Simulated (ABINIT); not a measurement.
# HgSe (F-43m) in ABINIT: a series of runs

The runs below take HgSe through relaxation of cell and atoms, single point, with LDA, PBEsol.

Program: ABINIT 10.8.3 (patched build). These are calculated values, not measurements. Logs are shortened: lines on timing, memory, paths and dates and some standing lists are left out, and cuts for length are marked. The log counts tension as positive stress, the text compression.

## 1. The structure

The structure is cubic, space group F-43m (No. 216). The conventional cell has a = 6.078 Å, b = 6.078 Å, c = 6.078 Å, α = 90.00°, β = 90.00°, γ = 90.00°. Hg (site symmetry -43m) is surrounded by 4 Se at 2.63 Å. Around Se (site symmetry -43m) lie 4 Hg at 2.63 Å.

## 2. Relaxation of cell and atoms, LDA

File run.abi:

```
# Pseudopotentials
pp_dirpath "./"
pseudos "Hg_sc.hgh, Se.hgh"

# Structure
acell 3*1.0 Angstrom
rprim
     0.0000000000     3.0390000000     3.0390000000
     3.0390000000     0.0000000000     3.0390000000
     3.0390000000     3.0390000000     0.0000000000
ntypat 2
znucl 80 34
natom 2
typat 1 2
chkprim 0
chksymtnons 0
tolsym 1.0e-6
xred
            0.0            0.0            0.0
            3/4            3/4            3/4

# Plane-wave basis
ecut 435.382180 eV
ecutsm 0.5

# k points
kptopt 1
ngkpt 6 6 6
nshiftk 1
shiftk 0.0 0.0 0.0

# Exchange and correlation
ixc 7

# Bands and occupations
nband 13
occopt 3
tsmear 0.05 eV

# SCF cycle
nstep 80
tolvrs 1.0e-12

# Output
iomode 3
prteig 0
prtebands 0
prtwf 0
prtden 0

# Relaxation
ionmov 22
optcell 2
ntime 50
tolmxf 2.0e-5
dilatmx 1.08
```

Potentials or basis: HGH LDA semicore.

Command:

```bash
abinit run.abi > log 2>&1
```

run.abo:

```text
.Version 10.8.3 of ABINIT
 Symmetries : space group F-4 3 m (#216); Bravais cF (face-center cubic)
================================================================================
 Values of the parameters that define the memory need of the present run
     intxc =       0    ionmov =      22      iscf =       7    lmnmax =       6
     lnmax =       6     mgfft =      32  mpssoang =       3    mqgrid =    3001
     natom =       2  nloc_mem =       1    nspden =       1   nspinor =       1
    nsppol =       1      nsym =      24    n1xccc =       0    ntypat =       2
    occopt =       3   xclevel =       1
       mpw =        1470          nfft =       32768          nkpt =          16
================================================================================
================================================================================

--------------------------------------------------------------------------------
------------- Echo of variables that govern the present computation ------------
--------------------------------------------------------------------------------
 -outvars: echo values of preprocessed input variables --------
            acell      1.8897261259E+00  1.8897261259E+00  1.8897261259E+00 Bohr
              amu      2.00590000E+02  7.89600000E+01
          chkprim           0
      chksymtnons           0
          dilatmx      1.08000000E+00
             ecut      1.60000000E+01 Hartree
           ecutsm      5.00000000E-01 Hartree
           ionmov          22
              ixc           7
         kptrlatt        6    0    0      0    6    0      0    0    6
          kptrlen      4.87299332E+01
            natom           2
            nband          13
            ngfft          32      32      32
             nkpt          16
            nstep          80
             nsym          24
            ntime          50
           ntypat           2
           occopt           3
          optcell           2
           prtden           0
        prtebands           0
           prteig           0
            prtwf           0
            rprim      0.0000000000E+00  3.0390000000E+00  3.0390000000E+00
                       3.0390000000E+00  0.0000000000E+00  3.0390000000E+00
                       3.0390000000E+00  3.0390000000E+00  0.0000000000E+00
          spgroup         216
           tolmxf      2.00000000E-05
           tolsym      1.00000000E-06
           tolvrs      1.00000000E-12
           tsmear      1.83746611E-03 Hartree
            typat      1  2
           xangst      0.0000000000E+00  0.0000000000E+00  0.0000000000E+00
                       4.5585000000E+00  4.5585000000E+00  4.5585000000E+00
            xcart      0.0000000000E+00  0.0000000000E+00  0.0000000000E+00
                       8.6143165450E+00  8.6143165450E+00  8.6143165450E+00
             xred      0.0000000000E+00  0.0000000000E+00  0.0000000000E+00
                       7.5000000000E-01  7.5000000000E-01  7.5000000000E-01
            znucl       80.00000   34.00000

================================================================================

 chkinp: Checking input parameters for consistency.

================================================================================
== DATASET  1 ==================================================================

--- !DatasetInfo
iteration_state: {dtset: 1, }
dimensions: {natom: 2, nkpt: 16, mband: 13, nsppol: 1, nspinor: 1, nspden: 1, mpw: 1470, }
cutoff_energies: {ecut:  16.0, pawecutdg:  -1.0, }
electrons: {nelect:   1.80000000E+01, charge:   0.00000000E+00, occopt:   3.00000000E+00, tsmear:   1.83746611E-03, }
meta: {optdriver: 0, ionmov: 22, optcell: 2, iscf: 7, paral_kgb: 0, }
...

 Exchange-correlation functional for the present dataset will be:
  LDA: Perdew-Wang 92 LSD fit to Ceperley-Alder data - ixc=7
  J.P.Perdew and Y.Wang, PRB 45, 13244 (1992)

 Real(R)+Recip(G) space primitive vectors, cartesian coordinates (Bohr,Bohr^-1):
 R(1)=  0.0000000  5.7428777  5.7428777  G(1)= -0.0870644  0.0870644  0.0870644
 R(2)=  5.7428777  0.0000000  5.7428777  G(2)=  0.0870644 -0.0870644  0.0870644
 R(3)=  5.7428777  5.7428777  0.0000000  G(3)=  0.0870644  0.0870644 -0.0870644
 Unit cell volume ucvol=  3.7880761E+02 bohr^3
 Angles (23,13,12)=  6.00000000E+01  6.00000000E+01  6.00000000E+01 degrees

 getcut: wavevector=  0.0000  0.0000  0.0000  ngfft=  32  32  32
         ecut(hartree)=     18.662   => boxcut(ratio)=   2.02608

--- Pseudopotential description ------------------------------------------------
- pspini: atom type   1  psp file is ./Hg_sc.hgh
  80.00000  12.00000     10605                znucl, zion, pspdat
    3    1    2    0      2001   0.00000      pspcod,pspxc,lmax,lloc,mmax,r2well

 pspatm : COMMENT -
  the projectors are not normalized,
  so that the KB energies are not consistent with
  definition in PRB44, 8503 (1991).
  However, this does not influence the results obtained hereafter.

- pspini: atom type   2  psp file is ./Se.hgh
  34.00000   6.00000     10605                znucl, zion, pspdat
    3    1    2    0      2001   0.00000      pspcod,pspxc,lmax,lloc,mmax,r2well

 pspatm : COMMENT -
  the projectors are not normalized,
  so that the KB energies are not consistent with
  definition in PRB44, 8503 (1991).
  However, this does not influence the results obtained hereafter.

   7.29510577E+02                                ecore*ucvol(ha*bohr**3)
--------------------------------------------------------------------------------

================================================================================

=== [ionmov=22] Limited-memory Broyden-Fletcher-Goldfarb-Shanno method
================================================================================

--- Iteration: ( 1/50) Internal Cycle: (1/1)
--------------------------------------------------------------------------------

---SELF-CONSISTENT-FIELD CONVERGENCE--------------------------------------------

--- !BeginCycle
iteration_state: {dtset: 1, itime: 1, icycle: 1, }
solver: {iscf: 7, nstep: 80, nline: 4, wfoptalg: 0, }
tolerances: {tolvrs: 1.00E-12, }
...
[... 359 lines left out ...]
  0.00000000000000E+00  5.73923673775506E+00  5.73923673775506E+00
  5.73923673775506E+00  0.00000000000000E+00  5.73923673775506E+00
  5.73923673775506E+00  5.73923673775506E+00  0.00000000000000E+00
 Unitary Cell Volume (ucvol) [Bohr^3]=  3.78087582107947E+02
 Angles (23,13,12)= [degrees]
  6.00000000000000E+01  6.00000000000000E+01  6.00000000000000E+01
 Lengths [Bohr]
  8.11650643220312E+00  8.11650643220312E+00  8.11650643220312E+00
 Stress tensor in cartesian coordinates (strten) [Ha/bohr^3]
 -2.00396522822069E-08  0.00000000000000E+00  0.00000000000000E+00
  0.00000000000000E+00 -2.00396522813395E-08  0.00000000000000E+00
  0.00000000000000E+00  0.00000000000000E+00 -2.00396522813395E-08
 Total energy (etotal) [Ha]= -5.05626428787423E+01

 Difference of energy with previous step (new-old):
           Absolute (Ha)=-5.15556E-09
           Relative     =-1.01964E-10

 At Broyd/MD step   4, gradients are converged :
  max grad (force/stress) = 2.0040E-06 < tolmxf= 2.0000E-05 ha/bohr (free atoms)

================================================================================

 ----iterations are completed or convergence reached----

 Mean square residual over all n,k,spin=   15.222E-17; max=  26.154E-15
 reduced coordinates (array xred) for    2 atoms
       0.000000000000      0.000000000000      0.000000000000
       0.750000000000      0.750000000000      0.750000000000
 rms dE/dt=  0.0000E+00; max dE/dt=  0.0000E+00; dE/dt below (all hartree)
    1       0.000000000000      0.000000000000      0.000000000000
    2       0.000000000000      0.000000000000      0.000000000000

 cartesian coordinates (angstrom) at end:
    1      0.00000000000000     0.00000000000000     0.00000000000000
    2      4.55560993130530     4.55560993130530     4.55560993130530

 cartesian forces (hartree/bohr) at end:
    1     -0.00000000000000    -0.00000000000000    -0.00000000000000
    2     -0.00000000000000    -0.00000000000000    -0.00000000000000
 frms,max,avg= 0.0000000E+00 0.0000000E+00   0.000E+00  0.000E+00  0.000E+00 h/b

 cartesian forces (eV/Angstrom) at end:
    1     -0.00000000000000    -0.00000000000000    -0.00000000000000
    2     -0.00000000000000    -0.00000000000000    -0.00000000000000
 frms,max,avg= 0.0000000E+00 0.0000000E+00   0.000E+00  0.000E+00  0.000E+00 e/A
 length scales=  8.116506432203  8.116506432203  8.116506432203 bohr
              =  4.295070233156  4.295070233156  4.295070233156 angstroms
 Fermi (or HOMO) energy (hartree) =   0.12847   Average Vxc (hartree)=  -0.33976
 Eigenvalues (hartree) for nkpt=  16  k points:
 kpt#   1, nband= 13, wtk=  0.00463, kpt=  0.0000  0.0000  0.0000 (reduced coord)
  -0.37414   -0.13919   -0.13919   -0.13919   -0.11115   -0.11115    0.08228    0.12711
   0.12711    0.12711    0.32121    0.32121    0.32121
      occupation numbers for kpt#   1
   2.00000    2.00000    2.00000    2.00000    2.00000    2.00000    2.00000    1.35228
   1.35228    1.35228    0.00000    0.00000    0.00000
 prteigrs : prtvol=0 or 1, do not print more k-points.

--- !EnergyTerms
iteration_state     : {dtset: 1, itime: 4, icycle: 1, }
comment             : Components of total free energy in Hartree
kinetic             :  3.07518480700575E+01
hartree             :  1.22164397058304E+01
xc                  : -7.92194399915443E+00
Ewald energy        : -4.09790533136513E+01
psp_core            :  1.92947510526109E+00
local_psp           : -3.93126528579307E+01
non_local_psp       : -7.24671983999347E+00
internal            : -5.05626071295809E+01
'-kT*entropy'       : -3.57491613963999E-05
total_energy        : -5.05626428787423E+01
total_energy_eV     : -1.37587960499106E+03
band_energy         : -1.74234081995767E+00
...

 Cartesian components of stress tensor (hartree/bohr^3)
  sigma(1 1)= -2.00396523E-08  sigma(3 2)=  0.00000000E+00
  sigma(2 2)= -2.00396523E-08  sigma(3 1)=  0.00000000E+00
  sigma(3 3)= -2.00396523E-08  sigma(2 1)=  0.00000000E+00

-Cartesian components of stress tensor (GPa)         [Pressure=  5.8959E-04 GPa]
- sigma(1 1)= -5.89586926E-04  sigma(3 2)=  0.00000000E+00
- sigma(2 2)= -5.89586926E-04  sigma(3 1)=  0.00000000E+00
- sigma(3 3)= -5.89586926E-04  sigma(2 1)=  0.00000000E+00

== END DATASET(S) ==============================================================
================================================================================

 -outvars: echo values of variables after computation  --------
            acell      8.1165064322E+00  8.1165064322E+00  8.1165064322E+00 Bohr
           etotal     -5.0562642879E+01
            fcart     -0.0000000000E+00 -0.0000000000E+00 -0.0000000000E+00
                      -0.0000000000E+00 -0.0000000000E+00 -0.0000000000E+00
            rprim      0.0000000000E+00  7.0710678119E-01  7.0710678119E-01
                       7.0710678119E-01  0.0000000000E+00  7.0710678119E-01
                       7.0710678119E-01  7.0710678119E-01  0.0000000000E+00
           strten     -2.0039652282E-08 -2.0039652281E-08 -2.0039652281E-08
                       0.0000000000E+00  0.0000000000E+00  0.0000000000E+00
           xangst      0.0000000000E+00  0.0000000000E+00  0.0000000000E+00
                       4.5556099313E+00  4.5556099313E+00  4.5556099313E+00
             xred      0.0000000000E+00  0.0000000000E+00  0.0000000000E+00
                       7.5000000000E-01  7.5000000000E-01  7.5000000000E-01
 Calculation completed.
```

It took 17 s on 1 thread of AMD EPYC 9R45 (Zen 5), shared host; peak memory 0.07 GiB.

What came out:

* Free energy: -1375.8796 eV
* Band gap on the k mesh: none (metal or under the smearing width)

Caveat: the cutoff is too short for stress, so the log's stress isn't used; HGH potentials are hard and often keep d shells in the core, so these values are rough.

## 3. Single point, LDA (cell relaxed)

File run.abi:

```
# Pseudopotentials
pp_dirpath "./"
pseudos "Hg_sc.hgh, Se.hgh"

# Structure
acell 4.2950702366 4.2950702366 4.2950702366 Angstrom
rprim
     0.0000000000     0.7071067812     0.7071067812
     0.7071067812     0.0000000000     0.7071067812
     0.7071067812     0.7071067812     0.0000000000
ntypat 2
znucl 80 34
natom 2
typat 1 2
xred
     0.0000000000     0.0000000000     0.0000000000
     0.7500000000     0.7500000000     0.7500000000
chkprim 0
chksymtnons 0
tolsym 1.0e-6

# Plane-wave basis
ecut 16.0

# k points
kptopt 1
ngkpt 6 6 6
nshiftk 1
shiftk 0.0 0.0 0.0

# Exchange and correlation
ixc 7

# Bands and occupations
nband 13
occopt 3
tsmear 0.05 eV

# SCF cycle
nstep 100
tolvrs 1.0e-10

# Output
iomode 3
prtwf 0
prtden 0
prteig 0
prtebands 0
enunit 1
```

Potentials or basis: HGH LDA semicore.

Command:

```bash
abinit run.abi > log 2>&1
```

It took 4.3 s on 1 thread of AMD EPYC 9R45 (Zen 5), shared host; peak memory 0.07 GiB.

It converged, with:

```yaml
Free_energy: -1376.1945 eV
Band_gap_on_the_k_mesh: none (metal or under the smearing width)
Valence_electrons_inside_the_program's_atomic_spheres: Hg 8.48; Se 3.29
```

Levels at points of the mesh, in eV from the Fermi level:
```
           k point  band 5  band 6  band 7  band 8  band 9  band 10  band 11  band 12  band 13
(0.00, 0.00, 0.00)   -6.50   -6.50   -1.26   -0.04   -0.04    -0.04     5.24     5.24     5.24
(0.50, 0.00, 0.00)   -6.50   -6.25   -5.73   -1.06   -1.06     0.84     6.05     6.05     6.73
(0.50, 0.50, 0.00)   -6.44   -6.18   -5.27   -2.43   -2.43     2.60     2.71     8.17     9.57
```

Caveat: the cutoff is too short for stress, so the log's stress isn't used; HGH potentials are hard and often keep d shells in the core, so these values are rough. Spin-orbit coupling is left out, which matters for the levels of Hg.

## 4. Relaxation of cell and atoms, PBEsol

File run.abi:

```
pp_dirpath "./"
pseudos "Hg.upf, Se.upf"

acell 8.1216555201 8.1216555201 8.1216555201
rprim
     0.0000000000     0.7071067812     0.7071067812
     0.7071067812     0.0000000000     0.7071067812
     0.7071067812     0.7071067812     0.0000000000
ntypat 2
znucl 80 34
natom 2
typat 1 2
chkprim 0
chksymtnons 0
tolsym 1.0e-6
xred
            0.0            0.0            0.0
            3/4            3/4            3/4

ecut 43.0
ecutsm 0.5

kptopt 1
ngkpt 6 6 6
nshiftk 1
shiftk 0.0 0.0 0.0

ixc -116133

nband 22
occopt 3
tsmear 0.05 eV

nstep 80
tolvrs 1.0e-12

iomode 3
prteig 0
prtebands 0
prtwf 0
prtden 0

ionmov 2
optcell 2
ntime 50
tolmxf 2.0e-5
dilatmx 1.08
```

Potentials or basis: PseudoDojo NC SR PBEsol v0.4.1 standard.

Command:

```bash
abinit run.abi > log 2>&1
```

Wall time 6.7 min (1 thread of Arm Neoverse V1, shared host); peak memory 0.14 GiB.

It converged, with:

- Free energy: -7828.0776 eV
- Relaxed volume: 28.83 Å³/atom
- Relaxed cell: a = 4.336 Å, b = 4.336 Å, c = 4.336 Å, α = 60.00°, β = 60.00°, γ = 60.00°
- Space group after relaxing (to 0.05 Å): F-43m (No. 216)
- Energy gained by relaxing: 3.4 meV/atom
- Ionic steps: 4
- Pressure after relaxing: 0.0 GPa
- Band gap on the k mesh: none (metal or under the smearing width)

Step by step:
| step | energy change (eV) | largest force (eV/Å) | pressure (GPa) | volume (Å³) |
| --- | --- | --- | --- | --- |
| 1 | 0.0000 | 0.0000 | 1.48 | 56.13 |
| 2 | -0.0021 | 0.0000 | 1.22 | 56.39 |
| 3 | -0.0068 | 0.0000 | 0.05 | 57.60 |
| 4 | -0.0068 | 0.0000 | 0.00 | 57.65 |

Final structure:
```xyz
2
Lattice="0.0000 3.0662 3.0662 3.0662 0.0000 3.0662 3.0662 3.0662 0.0000" Properties=species:S:1:pos:R:3 pbc="T T T"
Hg    0.0000    0.0000    0.0000
Se    4.5993    4.5993    4.5993
```

## 5. Single point, PBEsol (cell relaxed)

File run.abi:

```
# Pseudopotentials
pp_dirpath "./"
pseudos "Hg.upf, Se.upf"

# Structure
acell 3*1.0 Angstrom
rprim
     0.0000000000     3.0662042200     3.0662042200
     3.0662042200     0.0000000000     3.0662042200
     3.0662042200     3.0662042200     0.0000000000
ntypat 2
znucl 80 34
natom 2
typat 1 2
xred
     0.0000000000     0.0000000000     0.0000000000
     0.7500000000     0.7500000000     0.7500000000
chkprim 0
chksymtnons 0
tolsym 1.0e-6

# Plane-wave basis
ecut 1170.089609 eV

# k points
kptopt 1
ngkpt 6 6 6
nshiftk 1
shiftk 0.0 0.0 0.0

# Exchange and correlation
ixc -116133

# Bands and occupations
nband 22
occopt 3
tsmear 0.05 eV

# SCF cycle
nstep 100
tolvrs 1.0e-10

# Output
iomode 3
prtwf 0
prtden 0
prteig 0
prtebands 0
enunit 2
```

Command:

```bash
abinit run.abi > log 2>&1
```

It took 83 s on 1 thread of Arm Neoverse V1, shared host; peak memory 0.12 GiB.

The run converged. Its results:

```
Free energy                                           : -7828.0776 eV
Pressure                                              : 0.0 GPa
Band gap on the k mesh                                : none (metal or under the smearing width)
Valence electrons inside the program's atomic spheres : Hg 16.50; Se 13.20
```

Levels at points of the mesh, in eV from the Fermi level:
| k point | band 14 | band 15 | band 16 | band 17 | band 18 | band 19 | band 20 | band 21 | band 22 |
| --- | --- | --- | --- | --- | --- | --- | --- | --- | --- |
| (0.00, 0.00, 0.00) | -6.34 | -6.34 | -1.11 | -0.04 | -0.04 | -0.04 | 5.42 | 5.42 | 5.42 |
| (0.50, 0.00, 0.00) | -6.30 | -6.04 | -5.43 | -0.97 | -0.97 | 0.99 | 6.17 | 6.17 | 6.77 |
| (0.50, 0.50, 0.00) | -6.24 | -6.00 | -5.04 | -2.26 | -2.26 | 2.67 | 2.90 | 8.21 | 9.62 |

The run has no spin-orbit coupling, so splittings on Hg are missing.

## 6. Single point, LDA

File run.abi:

```
# Pseudopotentials
pp_dirpath "./"
pseudos "Hg.upf, Se.upf"

# Structure
acell 4.2977950161 4.2977950161 4.2977950161 Angstrom
rprim
     0.0000000000     0.7071067812     0.7071067812
     0.7071067812     0.0000000000     0.7071067812
     0.7071067812     0.7071067812     0.0000000000
ntypat 2
znucl 80 34
natom 2
typat 1 2
xred
     0.0000000000     0.0000000000     0.0000000000
     0.7500000000     0.7500000000     0.7500000000

# Plane-wave basis
ecut 48.0

# k points
kptopt 1
ngkpt 6 6 6
nshiftk 1
shiftk 0.0 0.0 0.0

# Exchange and correlation
ixc 7

# Bands and occupations
nband 27
occopt 3
tsmear 0.05 eV

# SCF cycle
nstep 100
tolvrs 1.0e-10

# Output
iomode 3
prtwf 0
prteig 0
prtebands 0
enunit 1
prtden 1
prtvha 1
prtvclmb 1
prtpot 1
prtelf 1
```

Potentials or basis: PseudoDojo NC SR LDA v0.4 stringent.

Command:

```bash
abinit run.abi > log 2>&1
```

It took 3 min on 1 thread of Intel Xeon at 2.70GHz, shared host; peak memory 0.13 GiB.

The run converged. Its results:

* Free energy: -13829.1569 eV
* Pressure: -1.4 GPa
* Band gap on the k mesh: none (metal or under the smearing width)
* Valence electrons inside the program's atomic spheres: Hg 16.49; Se 21.23

Levels at points of the mesh, in eV from the Fermi level:
```tsv
k point	band 18	band 19	band 20	band 21	band 22	band 23	band 24	band 25	band 26	band 27
(0.00, 0.00, 0.00)	-6.47	-6.47	-1.21	-0.04	-0.04	-0.04	5.35	5.35	5.35	8.16
(0.50, 0.00, 0.00)	-6.42	-6.15	-5.65	-1.02	-1.02	0.90	6.12	6.12	6.73	8.90
(0.50, 0.50, 0.00)	-6.35	-6.11	-5.20	-2.37	-2.37	2.63	2.76	8.17	9.66	9.66
```

Spin-orbit coupling is left out, which matters for the levels of Hg.

## 7. Summary

| task | level | potentials or basis | cell | cutoff (eV) | cell freedom (optcell) | optimiser (ionmov) | cutoff smearing ecutsm (Ha) | force stop (Ha/bohr) | gap on the mesh (eV) | pressure (GPa) |
| --- | --- | --- | --- | --- | --- | --- | --- | --- | --- | --- |
| relaxation of cell and atoms | PBEsol | PseudoDojo NC SR PBEsol v0.4.1 standard | relaxed | 1170 | 2 | 2 | 0.5 | 2e-05 | none | 0.0 |
| single point | PBEsol | PseudoDojo NC SR PBEsol v0.4.1 standard | cell relaxed | 1170 | - | - | - | - | none | 0.0 |
| single point | LDA | PseudoDojo NC SR LDA v0.4 stringent | as given | 1306 | - | - | - | - | none | -1.4 |

Alike in all rows: no spin polarisation; k mesh 6 × 6 × 6; smearing fermi-dirac 0.05 eV.

Total energies depend on the potentials used, so only differences within one code and one set of settings carry meaning.
